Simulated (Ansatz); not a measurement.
A frame of HfO2 from dynamics at 3600 K, with the forces (eV/Å) computed on a k mesh in the last three columns. Theory: Ansatz, DFT PBE, scalar-relativistic, plane waves, PAW.

Settings: cutoff 420 eV, Γ-centred mesh 3×3×4 on the computed 18-atom cell, Fermi–Dirac smearing of 0.31 eV; no spin polarisation.

```xyz
18
Lattice="5.913 0.094 -0.026 0.094 6.169 -0.029 -0.026 -0.029 5.666" Properties=species:S:1:pos:R:3:forces:R:3 pbc="T T T"
Hf    1.579    2.354    5.415    2.610    0.480    2.440
Hf    5.097    0.542    4.637   -3.440    1.610   -0.280
Hf    2.522    5.203    0.139    3.750    0.960    1.710
Hf    2.288    0.579    2.706   -1.050    5.150    3.090
Hf    5.064    1.798    1.862   -2.900   -3.800   -0.520
Hf    0.372    3.844    2.996    3.300    4.390    1.750
O     1.112    0.698    1.168   -2.110   -1.900   -1.160
O     0.603    5.860    3.481   -0.350   -1.910   -1.340
O     4.193    2.365    3.665   -0.260   -3.880   -1.170
O     4.482    5.006    5.177   -0.020    0.520    0.430
O     2.425    0.733    4.801    1.150   -2.390   -2.740
O     0.847    2.012    3.453   -0.530    1.060   -0.270
O     4.974    3.651    1.773   -0.190    2.320   -1.950
O     3.626    5.631    2.126    3.780   -1.960   -1.190
O     5.517    2.153    5.623    2.180    1.450   -0.330
O     2.013    3.749    1.492   -3.390    0.330   -0.530
O     2.273    4.030    4.322   -2.380   -1.490    0.050
O     3.359    1.814    0.877   -0.150   -0.940    2.000
```

Static pressure 29.6 GPa (no kinetic part), a gap on the mesh of 2.18 eV.

Counting as bonded all pairs within 1.2 times the summed covalent radii, but none from a metal cation to another cation:

| atom → neighbour | mean count | mean length (Å) | spread (Å) |
| --- | --- | --- | --- |
| Hf → O | 6.67 | 2.19 | 0.28 |
| O → Hf | 3.33 | 2.19 | 0.28 |

Angles between all pairs of such bonds at an atom (mean ± spread): 101 ± 31° at Hf, 106 ± 21° at O.

Spin-orbit coupling is left out, which matters for the bands of heavy elements. The gap is read on a mesh, which can miss the band edges, so it can be too wide.

Cost: 1 run of about 1.6 core-minutes, on Intel Xeon Processor @ 2.70GHz (shared hosts).